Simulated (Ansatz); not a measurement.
## Sb: band structure with PBE

The system is Sb.

```
Sb
1.0
    -1.57654    1.57654    2.71194
     1.57654   -1.57654    2.71194
     1.57654    1.57654   -2.71194
Sb
1
Direct
  0.00000 0.00000 0.00000
```

This isn't the form of Sb at room conditions, which is rhombohedral.

```yaml
Program: Ansatz 0.2.0
Task: band structure
Functional: PBE
Potentials_or_basis: Ansatz PAW
Cutoff: "420 eV (not typed: the program's choice for these potentials)"
k_mesh: 12 × 12 × 12
Occupations: fermi-dirac, width 0.05 eV
Spin: no spin polarisation
Path: "[[\"G\", \"X\", \"Y\", \"S\", \"G\", \"Z\", \"S1\", \"N\", \"P\", \"Y1\", \"Z\"], [\"X\", \"P\"]]"
Points_for_each_segment_of_the_path: 14
```

- Pressure: 1.8 GPa
- Band gap on the k mesh: none (metal or under the smearing width)

Stress tensor (GPa, compression positive):
```
2.03 0.00 0.00
0.00 2.03 0.00
0.00 0.00 1.27
```

Levels at the corners of the path, in eV from the Fermi level:
| point | band 6 | band 7 | band 8 | band 9 | band 10 | band 11 |
| --- | --- | --- | --- | --- | --- | --- |
| Γ | -12.95 | 4.64 | 5.43 | 5.43 | 9.90 | 10.57 |
| X | -6.65 | -4.40 | -1.02 | 0.59 | 3.49 | 4.41 |
| Y | -7.27 | -3.42 | -2.25 | -1.80 | 7.37 | 8.73 |
| S | -8.41 | -4.03 | -3.92 | 3.70 | 7.44 | 14.84 |
| Γ | -12.95 | 4.64 | 5.43 | 5.43 | 9.90 | 10.57 |
| Z | -9.27 | -5.67 | 2.11 | 2.11 | 6.01 | 6.17 |
| S1 | -8.41 | -4.03 | -3.92 | 3.70 | 7.44 | 14.84 |
| N | -9.12 | -5.80 | 1.77 | 5.37 | 6.21 | 10.42 |
| P | -6.56 | -3.15 | -3.15 | -0.62 | 6.97 | 8.79 |
| Y1 | -7.27 | -3.42 | -2.25 | -1.80 | 7.37 | 8.73 |
| Z | -9.27 | -5.67 | 2.11 | 2.11 | 6.01 | 6.17 |
| X | -6.65 | -4.40 | -1.02 | 0.59 | 3.49 | 4.41 |
| P | -6.56 | -3.15 | -3.15 | -0.62 | 6.97 | 8.79 |

Wall time 3.1 s on 2 threads of Arm Neoverse V1, with other jobs on the host, peak memory 0.33 GiB.

Caveat: spin-orbit coupling is left out, which moves the levels of the heavy elements.
